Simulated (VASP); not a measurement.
**NiO: relaxation of cell and atoms with r2SCAN**

NiO:

```
Ni O
1.0
     0.00000    2.08590    2.08590
     2.08590    0.00000    2.08590
     2.08590    2.08590    0.00000
Ni O
1 1
Direct
  0.00000 0.00000 0.00000
  0.50000 0.50000 0.50000
```

```yaml
Program: VASP 6.6.1
Task: relaxation of cell and atoms
Functional: r2SCAN
Potentials_or_basis: VASP PAW PBE potentials, release 64 (Ni, O)
Cutoff: 600 eV
k_mesh: 11 × 11 × 11
Occupations: gaussian, width 0.05 eV
Spin: collinear spin, ferromagnetic start
Starting_moments: "[1.0, 0.0] μB"
Further_INCAR_settings: ALGO = Normal; EDIFF = 1e-06; IBRION = 2; EDIFFG = -0.01; NSW = 40; ISIF = 3
```

```json
{
 "Relaxed volume": "9.17 Å³/atom",
 "Relaxed cell": "a = 2.960 Å, b = 2.960 Å, c = 2.960 Å, α = 60.00°, β = 60.00°, γ = 60.00°",
 "Space group after relaxing (to 0.05 Å)": "Fm-3m (No. 225)",
 "Energy gained by relaxing": "0.7 meV/atom",
 "Ionic steps": "3",
 "Pressure after relaxing": "0.1 GPa",
 "Band gap on the k mesh": "0.77 eV, indirect (least direct gap 1.71 eV)",
 "Net moment": "2.00 μB per cell",
 "Site moments": "Ni +1.69; O +0.28 μB",
 "Valence electrons inside the program's atomic spheres": "Ni 8.91; O 5.04"
}
```

Step by step:
| step | energy change (eV) | largest force (eV/Å) | pressure (GPa) | volume (Å³) |
| --- | --- | --- | --- | --- |
| 1 | 0.0000 | 0.0000 | 2.43 | 18.15 |
| 2 | -0.0005 | 0.0000 | -1.88 | 18.51 |
| 3 | -0.0015 | 0.0000 | 0.09 | 18.35 |

Final structure:
```cif
data_structure
_symmetry_space_group_name_H-M 'P 1'
_symmetry_Int_Tables_number 1
_cell_length_a 2.9605
_cell_length_b 2.9605
_cell_length_c 2.9605
_cell_angle_alpha 60.000
_cell_angle_beta 60.000
_cell_angle_gamma 60.000
_cell_volume 18.35
loop_
_atom_site_label
_atom_site_type_symbol
_atom_site_fract_x
_atom_site_fract_y
_atom_site_fract_z
_atom_site_occupancy
Ni1 Ni 0.00000 0.00000 0.00000 1
O1 O 0.50000 0.50000 0.50000 1
```

Levels at points of the mesh, in eV from the valence-band top:
Spin up:
| k point | band 6 | band 7 | band 8 | band 9 | band 10 | band 11 | band 12 | band 13 |
| --- | --- | --- | --- | --- | --- | --- | --- | --- |
| (0.00, 0.00, 0.00) | -3.04 | -2.72 | -2.72 | -2.72 | 2.20 | 18.84 | 19.67 | 19.67 |
Spin down:
| k point | band 4 | band 5 | band 6 | band 7 | band 8 | band 9 | band 10 | band 11 |
| --- | --- | --- | --- | --- | --- | --- | --- | --- |
| (0.00, 0.00, 0.00) | -2.16 | -2.04 | -2.04 | -2.04 | 0.77 | 0.78 | 2.75 | 18.93 |

Wall time 2.7 min on 1 thread of Intel(R) Xeon(R) Platinum 8559C (Emerald Rapids), with other jobs on the host, peak memory 0.18 GiB.

Caveat: the PAW data sets were made with another functional, which shifts forces and pressure a little; an odd mesh through Γ misses points on the zone boundary, where band edges often lie; a cell with one magnetic atom can't hold antiferromagnetic order, which such compounds often take. r2SCAN opens gaps a little over a GGA but as a rule still falls short of measured ones.
